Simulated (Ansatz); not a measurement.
# InPd (Pm-3m) in Ansatz: settings compared

One crystal, InPd, is run at these levels: LDA, PBE; tasks: elastic constants, phonons.

All numbers are computed with Ansatz 0.2.0; they aren't measurements. Logs are shortened: lines on timing, memory, paths and dates and some standing lists are left out, and cuts for length are marked.

### Step 1. The structure

Symmetry: Pm-3m, No. 221, cubic system. Conventional cell: a = 3.272 Å, b = 3.272 Å, c = 3.272 Å, α = 90.00°, β = 90.00°, γ = 90.00°. In (site symmetry m-3m) is surrounded by 8 Pd at 2.83 Å. Around Pd (site symmetry m-3m) lie 8 In at 2.83 Å.

The cell comes from a database or a generator and needn't be the stable form of this composition.

### Step 2. Elastic constants, LDA

input.yaml reads:

```yaml
crystal:
  lattice:
    - [3.27188478, 0.0, 0.0]
    - [0.0, 3.27188478, 0.0]
    - [0.0, 0.0, 3.27188478]
  atoms:
    - { symbol: In, position: [0.0, 0.0, 0.0] }
    - { symbol: Pd, position: [0.5, 0.5, 0.5] }
hamiltonian:
  xc: lda
  pseudopotentials: { kind: paw }
kpoints:
  mp_grid: { grid: [6, 6, 6] }
scf:
  occupations: { method: fermi_dirac, width: 0.05 }
output:
  forces: true
  stress: true
elastic:
  mode: clamped_ion
  stencil: two_point
```

Potentials or basis: Ansatz PAW.

Launch:

```console
$ ansatz run input.yaml --threads 2 --pin off --max-ram 5632MiB --backend cpu --events-out ev --progress --plain --runs-dir out
```

Standard output:

```text
Warning: RAYON_NUM_THREADS=2 ignored (pool sized by the plan → 2); use --threads N
Engine: ansatz 0.2.0, aarch64-unknown-linux-gnu
Pseudopotentials: kind: paw
Pseudopotential: In, paw, valence charge 13, recommended cutoff 420 eV (normal), In.paw.azcp
Pseudopotential: Pd, paw, valence charge 18, recommended cutoff 420 eV (normal), Pd.paw.azcp
Functional definition: SPW92
  exchange = slater_x
  correlation = pw_c
Crystal: 2 atoms, lattice volume = 35.026 Å³
Basis set: ecut = 420 eV, 691 PW (Γ)
Bands: 20, of which v1, the nominal top of the filled ones, is band 16 counted from 1 (15 counted from 0)
Symmetry: 48 space group operations
Space group: Pm-3m (ITA 221), of the structure as read, at distance tolerance 3.3e-5 Å
k-points: 20 of 216
Non-local potential: In, projectors of the file, l = 0: 2, l = 1: 2, l = 2: 2, l = 3: 2
Non-local potential: Pd, projectors of the file, l = 0: 2, l = 1: 2, l = 2: 2, l = 3: 1
PAW form: soft (Blöchl's): semilocal exchange-correlation on the pseudo side does not see the compensation charge
PAW frozen core: In, regenerated for the run's functional, and the local potential with it (the file was generated under x = pbe(κ = 0.804, μ = 0.2195149727645171), c = pbe(β = 0.06672455060314922))
PAW frozen core: Pd, regenerated for the run's functional, and the local potential with it (the file was generated under x = pbe(κ = 0.804, μ = 0.2195149727645171), c = pbe(β = 0.06672455060314922))
PAW one-centre angular grid: In, 590 points (default); XC on 64 Gauss nodes
PAW one-centre angular grid: Pd, 590 points (default); XC on 64 Gauss nodes
Initial density: superposition of atomic densities (neutral atoms: chi_scale 0, normalization atom), corrected by the library's trained network
Initial wavefunctions: pseudopotential atomic-orbital guess
Functional: x = slater, c = lda
SCF iter   1: F=—  HF=-12302.780193 eV  |F-HF|=—  |Δ(HF+E_count)|=         —  Δρ=1.28e-2  dr2=5.49e-2  ethr=1.77e-3  ⟨swp⟩=5.8  Hψ=1788  notcnv=0
preconditioner: auto → none  [insulator: Δε(μ)=0.227 eV  Ē_g=14.371 eV  σ=0.050 eV  W_gap=0.81  n_scr=6 (ndim 8)  ℏωp=30.1 eV  f_vac=0.000  D(μ)=0.55/eV (n_scr^D=0)  ε∞_Penn≈5.4]
SCF iter   2: F=—  HF=-12302.768036 eV  |F-HF|=—  |Δ(HF+E_count)|=   1.22e-2  Δρ=2.90e-3  dr2=2.46e-3  ethr=1.77e-4  ⟨swp⟩=2.7  Hψ=836  notcnv=0  defer=7
SCF iter   3: F=—  HF=-12302.767409 eV  |F-HF|=—  |Δ(HF+E_count)|=   6.26e-4  Δρ=1.05e-3  dr2=2.17e-4  ethr=7.93e-6  ⟨swp⟩=1.6  Hψ=419  notcnv=0  defer=7
SCF iter   4: F=—  HF=-12302.767368 eV  |F-HF|=—  |Δ(HF+E_count)|=   4.18e-5  Δρ=9.29e-5  dr2=1.33e-6  ethr=7.00e-7  ⟨swp⟩=2.8  Hψ=692  notcnv=0  defer=7
SCF iter   5: F=—  HF=-12302.767372 eV  |F-HF|=—  |Δ(HF+E_count)|=   3.79e-6  Δρ=3.30e-5  dr2=3.17e-7  ethr=4.30e-9  ⟨swp⟩=2.5  Hψ=695  notcnv=0  defer=7
SCF iter   6: F=—  HF=-12302.767371 eV  |F-HF|=—  |Δ(HF+E_count)|=   1.38e-8  Δρ=1.51e-6  dr2=7.46e-10  ethr=1.02e-9  ⟨swp⟩=2.2  Hψ=576  notcnv=0  defer=7
SCF iter   7: F=—  HF=-12302.767371 eV  |F-HF|=—  |Δ(HF+E_count)|=  1.31e-10  Δρ=2.48e-7  dr2=9.83e-12  ethr=2.41e-12  ⟨swp⟩=2.0  Hψ=626  notcnv=0  defer=7
SCF iter   8: F=-12302.767371 eV  HF=-12302.767371 eV  |F-HF|=1.82e-12  |Δ(HF+E_count)|=  3.64e-12  Δρ=1.69e-8  dr2=5.17e-14  ethr=1.00e-12  ⟨swp⟩=5.0  Hψ=1798  notcnv=0
SCF 1 converged in 8 iterations: F = -12302.767371 eV  dr2 = 5.17e-14
Crystal: 2 atoms, lattice volume = 34.956 Å³
Symmetry: 16 space group operations
k-points: 40 of 216
Initial density: handed on by an earlier stage of this run
Initial wavefunctions: those handed on with the density
iter 1 solved again at ethr=1.75e-7 eV; its pass at ethr=3.10e-3 eV (dr2=5.41e-5 eV) is discarded
SCF iter   1: F=—  HF=-12302.770270 eV  |F-HF|=—  |Δ(HF+E_count)|=         —  Δρ=3.24e-4  dr2=4.84e-5  ethr=1.75e-7  ⟨swp⟩=2.0  Hψ=4140  notcnv=0  defer=8
preconditioner: auto → none  [insulator: Δε(μ)=0.209 eV  Ē_g=14.448 eV  σ=0.050 eV  W_gap=0.78  n_scr=6 (ndim 8)  ℏωp=30.1 eV  f_vac=0.000  D(μ)=0.59/eV (n_scr^D=0)  ε∞_Penn≈5.3]
SCF iter   2: F=—  HF=-12302.770262 eV  |F-HF|=—  |Δ(HF+E_count)|=   8.38e-6  Δρ=1.09e-4  dr2=3.05e-6  ethr=1.56e-7  ⟨swp⟩=2.0  Hψ=937  notcnv=0  defer=8
SCF iter   3: F=—  HF=-12302.770257 eV  |F-HF|=—  |Δ(HF+E_count)|=   5.55e-6  Δρ=3.04e-5  dr2=3.17e-7  ethr=9.85e-9  ⟨swp⟩=2.5  Hψ=1279  notcnv=0  defer=8
SCF iter   4: F=—  HF=-12302.770256 eV  |F-HF|=—  |Δ(HF+E_count)|=   6.89e-8  Δρ=3.72e-6  dr2=1.79e-9  ethr=1.02e-9  ⟨swp⟩=2.0  Hψ=968  notcnv=0  defer=8
SCF iter   5: F=—  HF=-12302.770256 eV  |F-HF|=—  |Δ(HF+E_count)|=  3.26e-10  Δρ=5.16e-7  dr2=5.06e-11  ethr=5.77e-12  ⟨swp⟩=2.0  Hψ=1171  notcnv=0  defer=8
SCF iter   6: F=—  HF=-12302.770256 eV  |F-HF|=—  |Δ(HF+E_count)|=  2.18e-11  Δρ=1.60e-7  dr2=3.89e-12  ethr=1.63e-13 (applied; sched 1.00e-12)  ⟨swp⟩=2.0  Hψ=1286  notcnv=0  defer=9
SCF iter   7: F=-12302.770256 eV  HF=-12302.770256 eV  |F-HF|=3.64e-12  |Δ(HF+E_count)|=    0.00e0  Δρ=1.36e-8  dr2=3.16e-14  ethr=1.00e-12  ⟨swp⟩=3.0  Hψ=3234  notcnv=0
SCF 2 converged in 7 iterations: F = -12302.770256 eV  dr2 = 3.16e-14
Crystal: 2 atoms, lattice volume = 35.096 Å³
iter 1 solved again at ethr=1.23e-11 eV; its pass at ethr=3.10e-3 eV (dr2=3.82e-9 eV) is discarded
SCF iter   1: F=—  HF=-12302.764341 eV  |F-HF|=—  |Δ(HF+E_count)|=         —  Δρ=5.56e-6  dr2=3.60e-9  ethr=1.23e-11  ⟨swp⟩=2.7  Hψ=4355  notcnv=0  defer=8
preconditioner: auto → none  [insulator: Δε(μ)=0.200 eV  Ē_g=14.418 eV  σ=0.050 eV  W_gap=0.76  n_scr=6 (ndim 8)  ℏωp=30.1 eV  f_vac=0.000  D(μ)=0.60/eV (n_scr^D=0)  ε∞_Penn≈5.3]
SCF iter   2: F=—  HF=-12302.764341 eV  |F-HF|=—  |Δ(HF+E_count)|=   1.27e-9  Δρ=2.13e-6  dr2=4.32e-10  ethr=1.16e-11  ⟨swp⟩=2.4  Hψ=1390  notcnv=0  defer=8
SCF iter   3: F=—  HF=-12302.764341 eV  |F-HF|=—  |Δ(HF+E_count)|=  1.06e-10  Δρ=3.30e-7  dr2=8.57e-12  ethr=1.39e-12  ⟨swp⟩=2.4  Hψ=1356  notcnv=0  defer=8
SCF iter   4: F=—  HF=-12302.764341 eV  |F-HF|=—  |Δ(HF+E_count)|=    0.00e0  Δρ=9.21e-8  dr2=5.57e-13  ethr=2.77e-14 (applied; sched 1.00e-12)  ⟨swp⟩=2.0  Hψ=1242  notcnv=0  defer=10
SCF iter   5: F=-12302.764341 eV  HF=-12302.764341 eV  |F-HF|=0.00e0  |Δ(HF+E_count)|=  1.82e-12  Δρ=8.13e-9  dr2=1.30e-14  ethr=1.00e-12  ⟨swp⟩=4.0  Hψ=2498  notcnv=0
SCF 3 converged in 5 iterations: F = -12302.764341 eV  dr2 = 1.30e-14
Symmetry: 8 space group operations
k-points: 52 of 216
iter 1 solved again at ethr=3.68e-8 eV; its pass at ethr=3.10e-3 eV (dr2=1.14e-5 eV) is discarded
SCF iter   1: F=—  HF=-12302.767358 eV  |F-HF|=—  |Δ(HF+E_count)|=         —  Δρ=1.73e-4  dr2=3.30e-6  ethr=3.68e-8  ⟨swp⟩=2.0  Hψ=5376  notcnv=0  defer=11
preconditioner: auto → none  [insulator: Δε(μ)=0.206 eV  Ē_g=14.433 eV  σ=0.050 eV  W_gap=0.77  n_scr=6 (ndim 8)  ℏωp=30.1 eV  f_vac=0.000  D(μ)=0.59/eV (n_scr^D=0)  ε∞_Penn≈5.3]
SCF iter   2: F=—  HF=-12302.767357 eV  |F-HF|=—  |Δ(HF+E_count)|=   1.27e-6  Δρ=7.05e-5  dr2=4.78e-7  ethr=1.06e-8  ⟨swp⟩=1.5  Hψ=1393  notcnv=0  defer=11
SCF iter   3: F=—  HF=-12302.767357 eV  |F-HF|=—  |Δ(HF+E_count)|=   1.35e-7  Δρ=7.73e-6  dr2=4.48e-9  ethr=1.54e-9  ⟨swp⟩=1.5  Hψ=1352  notcnv=0  defer=11
SCF iter   4: F=—  HF=-12302.767357 eV  |F-HF|=—  |Δ(HF+E_count)|=  4.87e-10  Δρ=3.88e-7  dr2=2.20e-11  ethr=1.45e-11  ⟨swp⟩=1.6  Hψ=1225  notcnv=0  defer=11
SCF iter   5: F=—  HF=-12302.767357 eV  |F-HF|=—  |Δ(HF+E_count)|=  3.64e-12  Δρ=1.21e-7  dr2=4.10e-12  ethr=7.11e-14 (applied; sched 1.00e-12)  ⟨swp⟩=2.0  Hψ=1813  notcnv=0  defer=13
SCF iter   6: F=-12302.767357 eV  HF=-12302.767357 eV  |F-HF|=0.00e0  |Δ(HF+E_count)|=    0.00e0  Δρ=1.38e-8  dr2=1.45e-14  ethr=1.00e-12  ⟨swp⟩=3.0  Hψ=4490  notcnv=0
SCF 4 converged in 6 iterations: F = -12302.767357 eV  dr2 = 1.45e-14
iter 1 solved again at ethr=3.84e-12 eV; its pass at ethr=3.10e-3 eV (dr2=1.19e-9 eV) is discarded
SCF iter   1: F=—  HF=-12302.767357 eV  |F-HF|=—  |Δ(HF+E_count)|=         —  Δρ=3.82e-6  dr2=1.24e-9  ethr=3.84e-12  ⟨swp⟩=2.4  Hψ=5590  notcnv=0  defer=11
SCF iter   2: F=—  HF=-12302.767357 eV  |F-HF|=—  |Δ(HF+E_count)|=  2.00e-10  Δρ=1.83e-6  dr2=2.51e-10  ethr=3.84e-12  ⟨swp⟩=1.1  Hψ=1030  notcnv=0  defer=11
SCF iter   3: F=—  HF=-12302.767357 eV  |F-HF|=—  |Δ(HF+E_count)|=  2.18e-11  Δρ=7.61e-8  dr2=1.05e-12  ethr=8.09e-13 (applied; sched 1.00e-12)  ⟨swp⟩=1.8  Hψ=1353  notcnv=0  defer=11
SCF iter   4: F=-12302.767357 eV  HF=-12302.767357 eV  |F-HF|=0.00e0  |Δ(HF+E_count)|=  3.64e-12  Δρ=2.30e-8  dr2=8.97e-14  ethr=1.00e-12  ⟨swp⟩=5.0  Hψ=3714  notcnv=0
SCF 5 converged in 4 iterations: F = -12302.767357 eV  dr2 = 8.97e-14
SCF converged after 8 iterations
Free energy (F): -12302.767371 eV
Harris-Foulkes:  -12302.767371 eV  (|F-HF|=1.82e-12)
Internal energy: -12302.761458 eV  (E = F + TS)
E sigma→0 (E₀):  -12302.764415 eV
Entropy (-TS):   -0.005913 eV (-2.957 meV/atom)
Fermi energy:    16.381265 eV
--- Per-component energies (eV) ---
  E_band       = -154.605025
  E_kinetic    = 760.317840
  E_local      = -2906.883281  (includes V_loc(G=0)·N_el)
  E_nonlocal   = 593.897985
  E_hartree    = 1174.916776
  E_xc         = -381.812441
  E_vxc        = -313.343277  (∫ρ·V_xc dr)
  E_paw        = -7640.248833  (= ΣΔE_a)
  E_vpaw       = -638.428078  (= ΣTr[D̂ρ^β])
  E_aug_tail   = 0.000234  (compensation charges beyond the density's cutoff)
  E_ewald      = -3903.915009
  E_core_change = 0.965270  (= ΣΔE_core)
  E_smearing   = -0.005913  (= −TS)
  E_closure    = 0.000000  (closes the sum)
  Σ components = -12302.767371   (vs F -12302.767371, Δ=0.00e0)
--- Forces (eV/Å), atoms counted from 1 ---
  atom   1  In    -0.00000000     0.00000000     0.00000000
  atom   2  Pd     0.00000000    -0.00000000    -0.00000000
  max |Σ_I F_I| component: 4.52e-29 eV/Å
--- Stress (GPa, compression-positive) ---
       -6.774324       0.000000      -0.000000
        0.000000      -6.774324       0.000000
        0.000000       0.000000      -6.774324
  P = ⅓ Tr σ = -6.7743 GPa (-67.743 kbar)
--- Band table (eV; the first three rows and the last of 20) ---
  k-point 0: bands = ["-68.0404", "-33.8393", "-33.8393", "-33.8393", "1.5347", "1.5347", "1.9469", "1.9469", "1.9469", "6.2460", "12.5396", "12.5396", "14.0687", "14.0687", "14.0687", "20.5096", "20.5096", "20.5096", "25.5381", "27.0733"]
  k-point 1: bands = ["-68.0400", "-33.8474", "-33.8387", "-33.8387", "1.5495", "1.6240", "1.9199", "1.9199", "1.9553", "6.6875", "12.5420", "12.5829", "13.7725", "13.7725", "14.0494", "18.2334", "21.3574", "21.3574", "26.1504", "26.9162"]
  k-point 2: bands = ["-68.0393", "-33.8635", "-33.8376", "-33.8376", "1.5793", "1.8012", "1.8663", "1.8663", "1.9720", "7.9868", "12.0515", "12.5468", "13.2855", "13.2855", "14.0107", "15.7647", "23.4773", "23.4773", "26.4480", "26.5651"]
  k-point 19: bands = ["-68.0359", "-33.8657", "-33.8657", "-33.8657", "1.6709", "1.6709", "1.6709", "2.1668", "2.1668", "11.4786", "11.4786", "11.4786", "14.6897", "14.6897", "16.0963", "20.1742", "20.1742", "20.1742", "20.7605", "20.7605"]
--- Elastic constants: 2 strain directions × 2 members + reference (group order 48) ---
  dense FFT box of the reference and of every strained cell: 24×24×24
  strains applied: 11, 23; error gains: componentwise 1.00 (the most a stress slope's error grows in a printed constant), spectral 1.73 (1 for all six strains in a standard setting)
  C = ∂σ_k/∂η_j (tension-positive GPa; Voigt order 11 22 33 23 13 12):
       147.413     97.399     97.399     -0.000     -0.000     -0.000
        97.399    147.413     97.399     -0.000     -0.000     -0.000
        97.399     97.399    147.413     -0.000     -0.000     -0.000
         0.000     -0.000     -0.000     22.255      0.000      0.000
         0.000      0.000     -0.000     -0.000     22.255     -0.000
         0.000     -0.000      0.000      0.000      0.000     22.255
  reference stress σ⁰ (GPa):      6.774      6.774      6.774     -0.000      0.000     -0.000
  C* (energy form; C + prestress term) asymmetry max|C*_kj − C*_jk| = 2.842e-14 GPa — a small one proves nothing (zero by symmetry where the batch's group is 432, −43m or m−3m); a large one is finite-difference/SCF noise where every solve meets its electron count
  moduli (Voigt/Reuss/Hill, GPa): K = 114.07/114.07/114.07   G = 23.36/23.28/23.32   E = 65.49   ν = 0.404
  mechanically stable: yes (min eigenvalue of sym C = 22.25 GPa)
  strain η (Voigt 11):  stress-route row diagonal C_11 = 147.41 GPa, energy-path curvature d²(F+E_count+ΔE)/dδ²/Ω₀ = 147.35 GPa
         δ    σ_11 (GPa)             F (eV)   n_scf  n_hpsi   n_pw
    -2.000e-3       6.4741      -12302.7702564       7   13763    696
     2.000e-3       7.0637      -12302.7643408       5   11607    700
  strain η (Voigt 23):  stress-route row diagonal C_44 = 22.25 GPa, energy-path curvature d²(F+E_count+ΔE)/dδ²/Ω₀ = 18.86 GPa
         δ    σ_23 (GPa)             F (eV)   n_scf  n_hpsi   n_pw
    -2.000e-3      -0.0445      -12302.7673568       6   16623    696
     2.000e-3       0.0445      -12302.7673568       4   12677    696
```

It took 5 s on 2 threads of Arm Neoverse V1, shared host; peak memory 0.33 GiB.

Results:

```yaml
Free_energy: -12302.7674 eV
Pressure: -6.8 GPa
Band_gap_on_the_k_mesh: none (metal or under the smearing width)
Clamped-ion_elastic_constants_C11_C12_C44: 147, 97, 22 GPa
Voigt_bulk_modulus: 114 GPa
```

Levels at points of the mesh, in eV from the Fermi level:
```
              k point  band 11  band 12  band 13  band 14  band 15  band 16  band 17  band 18  band 19  band 20
   (0.00, 0.00, 0.00)    -3.84    -3.84    -2.31    -2.31    -2.31     4.13     4.13     4.13     9.16    10.69
  (0.00, 0.00, -0.50)    -6.05    -3.83    -3.30    -3.30    -2.39    -1.16     9.45     9.45     9.99    10.67
 (0.00, -0.50, -0.50)    -3.53    -2.72    -2.72    -2.34    -2.34    -1.73     1.36     2.38     9.30    11.30
(-0.50, -0.50, -0.50)    -4.90    -4.90    -1.69    -1.69    -0.29     3.79     3.79     3.79     4.38     4.38
```

Elastic tensor in Voigt notation (GPa, ions clamped, in the Cartesian axes of the cell as first typed):
```
147  97  97   0   0   0
 97 147  97   0   0   0
 97  97 147   0   0   0
  0   0   0  22   0   0
  0   0   0   0  22   0
  0   0   0   0   0  22
```

Caveat: the cell is more than 3 GPa from zero pressure, which shifts response properties; elastic constants of metals need much finer meshes, so these are rough; the PAW data sets come from PBE, with cores solved anew for the run's functional, which leaves a small shift of forces and pressure.

### Step 3. Phonons, PBE

input.yaml, as its differences from that of step 2:

```diff
@@ -9,3 +9,3 @@
 hamiltonian:
-  xc: lda
+  xc: pbe
   pseudopotentials: { kind: paw }
@@ -15,7 +15,3 @@
   occupations: { method: fermi_dirac, width: 0.05 }
-output:
-  forces: true
-  stress: true
-elastic:
-  mode: clamped_ion
-  stencil: two_point
+phonons:
+  method: dfpt
```

Potentials or basis: Ansatz PAW.

Launch:

```console
$ ansatz run input.yaml --threads 2 --pin off --max-ram 5632MiB --backend cpu --events-out ev --progress --plain --runs-dir out
```

Standard output:

```text
Warning: RAYON_NUM_THREADS=2 ignored (pool sized by the plan → 2); use --threads N
Engine: ansatz 0.2.0, aarch64-unknown-linux-gnu
Pseudopotentials: kind: paw
Pseudopotential: In, paw, valence charge 13, recommended cutoff 420 eV (normal), In.paw.azcp
Pseudopotential: Pd, paw, valence charge 18, recommended cutoff 420 eV (normal), Pd.paw.azcp
Functional definition: PBE
  parameter kappa = 0.804
  parameter beta = 0.06672455060314922
  exchange = pbe_x(kappa = kappa, mu = beta*pi^2/3)
  correlation = pbe_c(beta = beta)
Crystal: 2 atoms, lattice volume = 35.026 Å³
[... 38 lines left out ...]
  E_paw        = -7907.224858  (= ΣΔE_a)
  E_vpaw       = -636.050500  (= ΣTr[D̂ρ^β])
  E_aug_tail   = 0.000244  (compensation charges beyond the density's cutoff)
  E_ewald      = -3903.915009
  E_smearing   = -0.006094  (= −TS)
  E_closure    = 0.000000  (closes the sum)
  Σ components = -12571.632615   (vs F -12571.632615, Δ=0.00e0)
--- Band table (eV; the first three rows and the last of 40) ---
  k-point 0: bands = ["-67.8167", "-33.5624", "-33.5624", "-33.5624", "1.8160", "1.8160", "2.2252", "2.2252", "2.2252", "6.6952", "12.9036", "12.9036", "14.4424", "14.4424", "14.4424", "20.9821", "20.9821", "20.9821", "26.1649", "27.3265"]
  k-point 1: bands = ["-67.8164", "-33.5704", "-33.5618", "-33.5618", "1.8304", "1.9041", "2.1985", "2.1985", "2.2332", "7.1367", "12.9077", "12.9494", "14.1510", "14.1510", "14.4240", "18.6929", "21.8258", "21.8258", "26.6534", "27.1723"]
  k-point 2: bands = ["-67.8156", "-33.5864", "-33.5607", "-33.5607", "1.8595", "2.0793", "2.1457", "2.1457", "2.2494", "8.4350", "12.4470", "12.9158", "13.6697", "13.6697", "14.3870", "16.1818", "23.9426", "23.9426", "26.8264", "26.9241"]
  k-point 39: bands = ["-67.8123", "-33.5885", "-33.5885", "-33.5885", "1.9539", "1.9539", "1.9539", "2.4382", "2.4382", "11.8672", "11.8672", "11.8672", "15.0521", "15.0521", "16.6977", "20.5433", "20.5433", "20.5433", "21.1439", "21.1439"]
--- Phonons (Γ-DFPT): 2 representative perturbations + reference, on 40 of 216 k-points (Σ response iterations 7) ---
  k mesh reduced under 8 symmetry operations, with k and −k counted as one. Each operation leaves every solved perturbation unchanged. A smaller set is not used because it would not reduce the number of displacements times k-points to solve
  ASR residual: 8.225e-5 → 0.000e0 eV/Å²; symmetrization residual: 3.004e-5 eV/Å²
  ASR residual per site (eV/Å²): 1.57e-5 8.23e-5
  Γ frequencies (cm⁻¹): 0.00 0.00 0.00 143.93 143.93 143.93
  non-analytic LO–TO correction: not included (Born effective charges unavailable; polar crystals: no LO–TO splitting at Γ)
```

Wall time 5.5 s (2 threads of Arm Neoverse V1, shared host); peak memory 0.41 GiB.

What came out:

```yaml
Free_energy: -12571.6326 eV
Band_gap_on_the_k_mesh: none (metal or under the smearing width)
Highest_phonon_frequency_at_Γ: 144 cm⁻¹
```

Phonon frequencies in cm⁻¹ (negative: imaginary):
| q point | frequencies |
| --- | --- |
| (0.000, 0.000, 0.000) | 0 0 0 144 144 144 |
